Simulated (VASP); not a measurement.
# Li15S8 (a cell with a defect) in VASP: notebook

One crystal, Li15S8 (a cell with a defect), is run at these levels: PBE; tasks: single point.

Everything below comes from runs of VASP 6.6.1. Logs are shortened: lines on timing, memory, paths and dates and some standing lists are left out, and cuts for length are marked.

**1. The structure**

The cell holds a defect, 23 atoms: a = 8.069 Å, b = 8.069 Å, c = 8.069 Å, α = 60.00°, β = 60.00°, γ = 60.00°.

**2. Single point, PBE**

INCAR

```
SYSTEM = Li15S8
PREC     = Accurate       ! precision mode
ENCUT    = 520            ! plane-wave cutoff, eV
EDIFF    = 1E-6           ! SCF threshold, eV
ISMEAR   = 0              ! smearing method
SIGMA    = 0.02           ! smearing width, eV
LREAL    = Auto         
LASPH    = .True.         ! aspherical terms in the spheres
NELM     = 100            ! most SCF steps
ALGO     = Fast           ! electronic algorithm
ISIF     = 2              ! what is computed and relaxed
LWAVE    = .False.        ! write WAVECAR
LCHARG   = .True.         ! write CHGCAR
GGA      = PE             ! functional
LELF     = .True.         ! ELF
LVHAR    = .True.       
NELECT   = 94.0         
NBANDS   = 64             ! bands
```

KPOINTS

```
Automatic mesh
0
Gamma
  2 2 2
  0 0 0
```

POSCAR

```
Li15S8
1.0
    0.0000000000      5.7056319347     -5.7056319347
    5.7056319347      5.7056319347      0.0000000000
    5.7056319347      0.0000000000     -5.7056319347
Li S
15 8
Direct
    0.2115728834      0.5384271252      0.2115728834
    0.3737474699      0.8762525444      0.3737474699
    0.8711582796      0.3829322545      0.3756205315
    0.8711582796      0.8702889631      0.3756205315
    0.3756206192      0.3829321668      0.8711583672
    0.3756205315      0.8702889631      0.8711582796
    0.8811249232      0.3688750912      0.8811249232
    0.8842438590      0.8657561610      0.8842438590
    0.1262220396      0.1237779633      0.1262220396
    0.6218298938      0.1325559568      0.1300819100
    0.6218298938      0.6155322566      0.1300819100
    0.1300819100      0.1325559568      0.6218298938
    0.1300819100      0.6155322566      0.6218298938
    0.6112365887      0.1387634199      0.6112365887
    0.6191599880      0.6308400263      0.6191599880
   -0.0203975653      0.4998682061      0.5206611702
   -0.0027828644      0.0006002841      0.5015821267
    0.4991680208      0.5073972582      0.4991680208
    0.4991680208     -0.0057332825      0.4991680208
    0.0031226164      0.4941485066      1.0031226279
    0.0031226164     -0.0003937338      1.0031226279
    0.5206612579      0.4998681185      0.9796023585
    0.5015821267      0.0006002841      0.9972171470
```

Potentials or basis: VASP PAW PBE potentials, release 64 (Li_sv, S).

Launch:

```bash
> cat potpaw_PBE.64/Li_sv/POTCAR potpaw_PBE.64/S/POTCAR > POTCAR
> mpirun -np 1 vasp_std > vasp.out
```

OUTCAR:

```text
SYSTEM = Li15S8
   PREC = Accurate
   ENCUT = 520
   EDIFF = 1E-6
   ISMEAR = 0
   LREAL = Auto
   LASPH = .True.
   NELM = 100
   ISIF = 2
   GGA = PE
   NELECT = 94.0

 ion  position               nearest neighbor table
   1  0.212  0.538  0.212-  16 2.23  22 2.23
   2  0.374  0.876  0.374-  19 2.43  18 2.43  23 2.48  17 2.48
   3  0.871  0.383  0.376-  16 2.45  18 2.45  20 2.46  17 2.52
   4  0.871  0.870  0.376-  16 2.45  19 2.45  21 2.46  17 2.52
   5  0.376  0.383  0.871-  22 2.45  18 2.45  20 2.46  23 2.52
   6  0.376  0.870  0.871-  22 2.45  19 2.45  21 2.46  23 2.52
   7  0.881  0.369  0.881-  22 2.38  16 2.38  20 2.43  21 2.43
   8  0.884  0.866  0.884-  21 2.45  20 2.45  23 2.52  17 2.52
   9  0.126  0.124  0.126-  21 2.44  20 2.44  23 2.47  17 2.47
  10  0.622  0.133  0.130-  22 2.43  19 2.43  21 2.51  23 2.54
  11  0.622  0.616  0.130-  22 2.43  18 2.43  20 2.51  23 2.54
  12  0.130  0.133  0.622-  16 2.43  19 2.43  21 2.51  17 2.54
  13  0.130  0.616  0.622-  16 2.43  18 2.43  20 2.51  17 2.54
  14  0.611  0.139  0.611-  19 2.43  18 2.43  17 2.55  23 2.55
  15  0.619  0.631  0.619-  22 2.38  16 2.38  19 2.39  18 2.39
  16  0.980  0.500  0.521-   1 2.23  15 2.38   7 2.38  12 2.43  13 2.43   3 2.45   4 2.45
  17  0.997  0.001  0.502-   9 2.47   2 2.48   4 2.52   3 2.52   8 2.52  13 2.54  12 2.54  14 2.55

  18  0.499  0.507  0.499-  15 2.39   2 2.43  14 2.43  11 2.43  13 2.43   3 2.45   5 2.45
  19  0.499  0.994  0.499-  15 2.39   2 2.43  14 2.43  10 2.43  12 2.43   4 2.45   6 2.45
  20  0.003  0.494  0.003-   7 2.43   9 2.44   8 2.45   3 2.46   5 2.46  11 2.51  13 2.51
  21  0.003  1.000  0.003-   7 2.43   9 2.44   8 2.45   4 2.46   6 2.46  10 2.51  12 2.51
  22  0.521  0.500  0.980-   1 2.23  15 2.38   7 2.38  10 2.43  11 2.43   5 2.45   6 2.45
  23  0.502  0.001  0.997-   9 2.47   2 2.48   6 2.52   5 2.52   8 2.52  11 2.54  10 2.54  14 2.55

  LATTYP: Found a face centered cubic cell.
 ALAT       =    11.4112638694

  Lattice vectors:

 A1 = (   0.0000000000,   5.7056319347,  -5.7056319347)
 A2 = (   5.7056319347,   5.7056319347,   0.0000000000)
 A3 = (   5.7056319347,   0.0000000000,  -5.7056319347)

Analysis of symmetry for initial positions (statically):
=====================================================================
 Subroutine PRICEL returns:
 Original cell was already a primitive cell.

 Routine SETGRP: Setting up the symmetry group for a
 face centered cubic supercell.

 Subroutine GETGRP returns: Found  4 space group operations
 (whereof  2 operations were pure point group operations)
 out of a pool of 48 trial point group operations.

The static configuration has the point symmetry C_1h.
 The point group associated with its full space group is C_2v.

Analysis of symmetry for dynamics (positions and initial velocities):
=====================================================================
 Subroutine PRICEL returns:
 Original cell was already a primitive cell.

 Routine SETGRP: Setting up the symmetry group for a
 face centered cubic supercell.

 Subroutine GETGRP returns: Found  4 space group operations
 (whereof  2 operations were pure point group operations)
 out of a pool of 48 trial point group operations.

The dynamic configuration has the point symmetry C_1h.
 The point group associated with its full space group is C_2v.

 Subroutine INISYM returns: Found  4 space group operations
 (whereof  2 operations are pure point group operations),
 and found     1 'primitive' translations

----------------------------------------------------------------------------------------

                                     Primitive cell

  volume of cell :     371.4850

  direct lattice vectors                    reciprocal lattice vectors
     0.000000000  5.705631935 -5.705631935    -0.087632712  0.087632712 -0.087632712
     5.705631935  5.705631935  0.000000000     0.087632712  0.087632712  0.087632712
     5.705631935  0.000000000 -5.705631935     0.087632712 -0.087632712 -0.087632712

  length of vectors
     8.068982064  8.068982064  8.068982064     0.151784310  0.151784310  0.151784310

  position of ions in fractional coordinates (direct lattice)
     0.211572883  0.538427125  0.211572883
     0.373747470  0.876252544  0.373747470
     0.871158280  0.382932254  0.375620531
     0.871158280  0.870288963  0.375620531
     0.375620619  0.382932167  0.871158367
     0.375620531  0.870288963  0.871158280
[... 15 lines left out ...]
     0.520661258  0.499868118  0.979602359
     0.501582127  0.000600284  0.997217147

  ion indices of the primitive-cell ions
   primitive index   ion index
                 1           1
                 2           2
                 3           3
                 4           4
                 5           5
                 6           6
[... 15 lines left out ...]
                22          22
                23          23

----------------------------------------------------------------------------------------

 KPOINTS: Automatic mesh

Automatic generation of k-mesh.
 Grid dimensions read from file:
 generate k-points for:    2    2    2

 Generating k-lattice:

  Cartesian coordinates                     Fractional coordinates (reciprocal lattice)
    -0.043816356  0.043816356 -0.043816356     0.500000000  0.000000000  0.000000000
     0.043816356  0.043816356  0.043816356     0.000000000  0.500000000  0.000000000
     0.043816356 -0.043816356 -0.043816356     0.000000000  0.000000000  0.500000000

  Length of vectors
     0.075892155  0.075892155  0.075892155

  Shift w.r.t. Gamma in fractional coordinates (k-lattice)
     0.000000000  0.000000000  0.000000000

 Subroutine IBZKPT returns following result:
 ===========================================

 Found      5 irreducible k-points:

 Following reciprocal coordinates:
            Coordinates               Weight
  0.000000  0.000000  0.000000      1.000000
  0.500000  0.000000  0.000000      2.000000
  0.000000  0.500000  0.000000      2.000000
  0.500000  0.500000  0.000000      2.000000
  0.500000  0.000000  0.500000      1.000000
   k-points           NKPTS =      5   k-points in BZ     NKDIM =      5   number of bands    NBANDS=     64
   number of dos      NEDOS =    301   number of ions     NIONS =     23
   total plane-waves  NPLWV = 216000
   dimension x,y,z NGX =    60 NGY =   60 NGZ =   60
   dimension x,y,z NGXF=   120 NGYF=  120 NGZF=  120
   ions per type =              15   8
   NGX,Y,Z   is equivalent  to a cutoff of  12.36, 12.36, 12.36 a.u.
   NGXF,Y,Z  is equivalent  to a cutoff of  24.72, 24.72, 24.72 a.u.
 SYSTEM =  Li15S8
   PREC   = accura    normal or accurate (medium, high low for compatibility)
   ISTART =      0    job   : 0-new  1-cont  2-samecut
   ICHARG =      2    charge: 1-file 2-atom 10-const
   ISPIN  =      1    spin polarized calculation?
   LNONCOLLINEAR =      F non collinear calculations
   LSORBIT =      F    spin-orbit coupling
   LASPH  =      T    aspherical Exc in radial PAW
   ENCUT  =  520.0 eV  38.22 Ry    6.18 a.u.  15.00 15.00 15.00*2*pi/ulx,y,z
   NELM   =    100;   NELMIN=  2; NELMDL= -5     # of ELM steps
   EDIFF  = 0.1E-05   stopping-criterion for ELM
   LREAL  =      T    real-space projection
   EDIFFG = 0.1E-04   stopping-criterion for IOM
   NSW    =      0    number of steps for IOM
   IBRION =     -1    ionic relax: 0-MD 1-quasi-New 2-CG
   NFREE  =      0    steps in history (QN), initial steepest desc. (CG)
   ISIF   =      2    stress and relaxation
   ISYM   =      2    0-nonsym 1-usesym 2-fastsym
   POTIM  = 0.5000    time-step for ionic-motion
   TEBEG  =    0.0;   TEEND  =   0.0 temperature during run
   PSTRESS=    0.0 pullay stress
   NELECT =      94.0000    total number of electrons
   NUPDOWN=      -1.0000    fix difference up-down
   EMIN   =  10.00;   EMAX   =-10.00  energy-range for DOS
   EFERMI =   0.00;   METHOD = LEGACY
   ISMEAR =     0;   SIGMA  =   0.02  broadening in eV -4-tet -1-fermi 0-gaus
   EFERMI_NEDOS =   21; number of points for ismear=-14 and -15
   IALGO  =     68    algorithm
   IMIX   =      4    mixing-type and parameters
     AMIX     =   0.40;   BMIX     =  1.00
     AMIX_MAG =   1.60;   BMIX_MAG =  1.00
  volume/ion in A,a.u.               =      16.15       109.00
  Fermi-wavevector in a.u.,A,eV,Ry     =   1.035469  1.956752 14.588108  1.072196
  Thomas-Fermi vector in A             =   2.169814
   LORBIT       =      0    0 simple, 1 ext, 2 COOP (PROOUT), +10 PAW based schemes
   GGA     = PE    functional components
   LHFCALC =     F    Hartree Fock is set to
   AEXX    =    0.0000 exact exchange contribution
   IVDW    =     0    specifies the selected vdW correction
   LEPSILON=     F    determine dielectric tensor
   LRPA    =     F    only Hartree local field effects (RPA)
 non-spin polarized calculation
 RMM-DIIS sequential band-by-band and
 Gauss-broadening in eV      SIGMA  =   0.02
  energy-cutoff  :      520.00
  volume of cell :      371.48
 maximum number of plane-waves:     10086
 NGX is ok and might be reduce to    60
   NGX = 29   NGY = 29   NGZ = 29

 number of electron      93.9999999 magnetization

 Free energy of the ion-electron system (eV)
  ---------------------------------------------------
  ext. energy  EPLUGINS =         0.00000000
  ---------------------------------------------------
  free energy    TOTEN  =       -89.15713629 eV

  energy without entropy =      -89.15713629  energy(sigma->0) =      -89.15713629

 E-fermi :   1.4626     XC(G=0):  -8.4260

 val. band max:        1.3640834687   @ k =   0.0000   0.0000   0.0000
 cond. band min:       4.5698391115   @ k =   0.0000   0.0000   0.0000
 fundamental gap:      3.2057556428
 Fermi energy:         1.4625953612

 k-point     1 :       0.0000    0.0000    0.0000
  band No.  band energies     occupation
      1     -43.2203      2.00000
      2     -43.0767      2.00000
      3     -43.0477      2.00000
      4     -43.0462      2.00000
      5     -43.0446      2.00000
      6     -43.0446      2.00000
[... 299 lines left out ...]
     58       8.0086      0.00000
     59       8.0191      0.00000
 [bands above 59 left out]

------------------------ aborting loop because EDIFF is reached ----------------------------------------

  FORCE on cell =-STRESS in cart. coord.  units (eV):
  Direction    XX          YY          ZZ          XY          YZ          ZX
  --------------------------------------------------------------------------------------
  -------------------------------------------------------------------------------------
  Total        7.1226540      7.1226540      5.5281004     -0.8563884     -0.0000000      0.0000000
  in kB       30.7192902     30.7192902     23.8421410     -3.6935172     -0.0000000      0.0000000
  external PRESSURE =      28.4269071 kB  Pullay stress =       0.0000000 kB

 VOLUME and BASIS-vectors are now :
 -----------------------------------------------------------------------------
  energy-cutoff  :      520.00
  volume of cell :      371.48
      direct lattice vectors                 reciprocal lattice vectors
     0.000000000  5.705631935 -5.705631935    -0.087632712  0.087632712 -0.087632712
     5.705631935  5.705631935  0.000000000     0.087632712  0.087632712  0.087632712
     5.705631935  0.000000000 -5.705631935     0.087632712 -0.087632712 -0.087632712

 POSITION                                       TOTAL-FORCE (eV/Angst)
 -----------------------------------------------------------------------------------
      4.27922      4.27922     -2.41431         0.000000      0.000000      0.353862
      7.13204      7.13204     -4.26493        -0.000000     -0.000000     -0.042762
      4.32802      7.15538     -7.11366         0.005617     -0.010965     -0.000807
      7.10870      9.93606     -7.11366         0.010965     -0.005617     -0.000807
      7.15538      4.32802     -7.11366        -0.010965      0.005617     -0.000807
      9.93606      7.10870     -7.11366        -0.005617      0.010965     -0.000807
[... 15 lines left out ...]
      8.44131      5.82277     -8.55995        -0.019351      0.019351     -0.043077
      5.69318      2.86527     -8.55160         0.000357     -0.000357     -0.014514
 -----------------------------------------------------------------------------------
    total drift:                                0.000952      0.000523     -0.007309

  FREE ENERGIE OF THE ION-ELECTRON SYSTEM (eV)
  ---------------------------------------------------
  free  energy   TOTEN  =       -89.1571362947 eV

  energy  without entropy=      -89.1571362947  energy(sigma->0) =      -89.15713629
```

Run time: 12 min. Hardware: 1 thread of AMD EPYC 7R43 (Zen 3), shared host; peak memory 0.45 GiB.

Results:

```yaml
Free_energy: -89.1571 eV
Largest_force: 0.354 eV/Å
Band_gap_on_the_k_mesh: 3.21 eV, direct
```

Forces on the atoms (eV/Å):
```
Li   0.000  0.000  0.354
Li   0.000  0.000 -0.043
Li   0.006 -0.011 -0.001
Li   0.011 -0.006 -0.001
Li  -0.011  0.006 -0.001
Li  -0.006  0.011 -0.001
Li   0.000  0.000  0.025
Li   0.000  0.000 -0.008
Li   0.000  0.000  0.009
Li   0.024 -0.002 -0.020
Li   0.002 -0.024 -0.020
Li  -0.002  0.024 -0.020
Li  -0.024  0.002 -0.020
Li   0.000  0.000  0.018
Li   0.000  0.000 -0.045
S    0.019 -0.019 -0.043
S    0.000  0.000 -0.015
S   -0.018 -0.018 -0.005
S    0.018  0.018 -0.005
S    0.037  0.037 -0.050
S   -0.037 -0.037 -0.050
S   -0.019  0.019 -0.043
S    0.000  0.000 -0.015
```

Caveat: the k mesh is coarse (spacing up to 0.48 Å⁻¹), so the values aren't converged; the cell carries a net charge on a neutralising background, which shifts energy and pressure; the cell is charged against a uniform background, so pressure and absolute levels hang on convention; the cutoff is under 1.25 times the usual one of these potentials, so pressure, stress and relaxed cells hold a basis-set (Pulay) error.

(Continued in part 2 of 2.)
